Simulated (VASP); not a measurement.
# Hf: heating or cooling by molecular dynamics

Hf, P6_3/mmc (no. 194), 16 atoms in the cell. PBE, molecular dynamics; PAW potentials Hf (PBE set).

Ensemble: ramp; Target temperature (K): 300; Final target temperature (K): 800; Thermostat: Langevin, friction 10/ps.

## Input

INCAR:
```
SYSTEM = Hf
GGA = PE ; PREC = Normal
ENCUT = 220 ; EDIFF = 1E-5
NELMIN = 4 ; NELM = 60
ALGO = Fast ; LREAL = Auto
LASPH = .TRUE. ; ISMEAR = -1
SIGMA = 0.05 ; ISYM = 0
LWAVE = .FALSE. ; LCHARG = .FALSE.
IBRION = 0 ; NSW = 195
POTIM = 4.0 ; TEBEG = 300
TEEND = 800 ; ISIF = 2
RANDOM_SEED = 470926 0 0 ; MDALGO = 3
LANGEVIN_GAMMA = 10 ; KPAR = 4
```

KPOINTS:
```
k-points
0
Monkhorst-Pack
  2 2 2
```

POSCAR:
```
Hf
1.0
    6.3934000000      0.0000000000      0.0000000000
    0.0000000000      5.5368468166      0.0000000000
    0.0000000000      0.0000000000     10.1156000000
Hf
16
Direct
    0.2500000000      0.1666666666      0.3750000000
    0.2500000000      0.1666666666      0.8750000000
    0.7500000000      0.1666666666      0.3750000000
    0.7500000000      0.1666666666      0.8750000000
    0.0000000001      0.6666666666      0.3750000000
    0.0000000001      0.6666666666      0.8750000000
    0.5000000000      0.6666666666      0.3750000000
    0.5000000000      0.6666666666      0.8750000000
    0.0000000000      0.3333333334      0.1250000000
    0.0000000000      0.3333333334      0.6250000000
    0.5000000000      0.3333333334      0.1250000000
    0.5000000000      0.3333333334      0.6250000000
    0.2500000000      0.8333333333      0.1250000000
    0.2500000000      0.8333333333      0.6250000000
    0.7500000000      0.8333333333      0.1250000000
    0.7500000000      0.8333333333      0.6250000000
```

Commands:
```
cat potpaw_PBE.64/Hf/POTCAR > POTCAR
mpirun -np 4 vasp_std > vasp.out
```

## Result

- Mean temperature (K): 419
- Rise of the mean potential energy above the start (meV/atom): 48.7
- Mean pressure (GPa): 0.51
- Electronic steps per ionic step after the first: 5.4

Course of the run:

| Time (fs) | Temperature (K) | Potential energy less the first (meV/atom) |
|---|---|---|
| 4 | 298 | 0.0 |
| 64 | 178 | 21.0 |
| 120 | 234 | 36.4 |
| 180 | 321 | 44.5 |
| 244 | 286 | 31.6 |
| 304 | 287 | 46.1 |
| 364 | 497 | 55.1 |
| 420 | 543 | 59.7 |
| 480 | 391 | 81.2 |
| 540 | 456 | 63.7 |
| 604 | 617 | 52.6 |
| 664 | 431 | 51.0 |
| 720 | 400 | 48.5 |
| 780 | 798 | 109.0 |

REPORT:
```
MDALGO =   3
        LANGEVIN_GAMMA =    10.000
               SCALING =       0
                 CNEXP =     9.000   14.000
           RANDOM_SEED =            470926                0                0

   original number of atomic DOF:         48
   number of independent constraints:      0
   number of active DOF:                  48

========================================
         MD step No.       1
========================================

  Atomic velocities initialized by STEP_tb

  >Energies
                    E_tot             E_pot             E_kin               EPS                ES
   e_b>   -0.15803925E+03   -0.15865485E+03    0.61559982E+00    0.00000000E+00    0.00000000E+00

  >Temperature
               T_sim     T_inst
   tmprt>    302.564    297.654

           RANDOM_SEED =            470926              192                0

[... steps left out ...]

========================================
         MD step No.     195
========================================

  >Energies
                    E_tot             E_pot             E_kin               EPS                ES
   e_b>   -0.15525996E+03   -0.15691070E+03    0.16507443E+01    0.00000000E+00    0.00000000E+00

  >Temperature
               T_sim     T_inst
   tmprt>    800.000    798.166

           RANDOM_SEED =            470926            18816                0
```

OSZICAR:
```
N       E                     dE             d eps       ncg     rms          rms(c)
DAV:   1    -0.159063812205E+02   -0.15906E+02   -0.13540E+04   328   0.614E+02
DAV:   2    -0.148567398683E+03   -0.13266E+03   -0.12563E+03   396   0.114E+02
DAV:   3    -0.163732307520E+03   -0.15165E+02   -0.14523E+02   544   0.307E+01
DAV:   4    -0.164611324189E+03   -0.87902E+00   -0.82801E+00   504   0.727E+00
DAV:   5    -0.164702303544E+03   -0.90979E-01   -0.83715E-01   552   0.164E+00    0.368E+01
RMM:   6    -0.160745858980E+03    0.39564E+01   -0.15888E+00   328   0.485E+00    0.192E+01
RMM:   7    -0.158596307278E+03    0.21496E+01   -0.40023E+00   346   0.707E+00    0.190E+00
RMM:   8    -0.158634727452E+03   -0.38420E-01   -0.53227E-01   391   0.186E+00    0.805E-01
RMM:   9    -0.158645349361E+03   -0.10622E-01   -0.21244E-01   444   0.103E+00    0.467E-01
RMM:  10    -0.158652118507E+03   -0.67691E-02   -0.71588E-02   488   0.413E-01    0.316E-01
RMM:  11    -0.158653877642E+03   -0.17591E-02   -0.15859E-02   424   0.200E-01    0.102E-01
RMM:  12    -0.158654347815E+03   -0.47017E-03   -0.66213E-03   502   0.965E-02    0.491E-02
[... left out ...]
[... last step whole ...]
       N       E                     dE             d eps       ncg     rms          rms(c)
DAV:   1    -0.156910241416E+03    0.63504E-01   -0.18633E-01   380   0.165E+00    0.104E-01
RMM:   2    -0.156910569960E+03   -0.32854E-03   -0.54087E-03   338   0.259E-01    0.507E-02
RMM:   3    -0.156910664416E+03   -0.94455E-04   -0.20890E-03   432   0.109E-01    0.386E-02
RMM:   4    -0.156910700072E+03   -0.35656E-04   -0.63562E-04   483   0.481E-02    0.240E-02
RMM:   5    -0.156910700992E+03   -0.91995E-06   -0.11634E-04   353   0.232E-02    0.110E-02
RMM:   6    -0.156910700477E+03    0.51481E-06   -0.23659E-05   217   0.126E-02
    195 T=   798. E= -.15525996E+03 F= -.15691070E+03 E0= -.15683325E+03  EK= 0.16507E+01 SP= 0.00E+00 SK= 0.00E+00
```

Limits: 780 fs of 16 atoms are too short for converged averages.

VASP 6.6.1 took 584 s on 4 cores (AMD EPYC 9R45 (Zen 5)), a shared host.
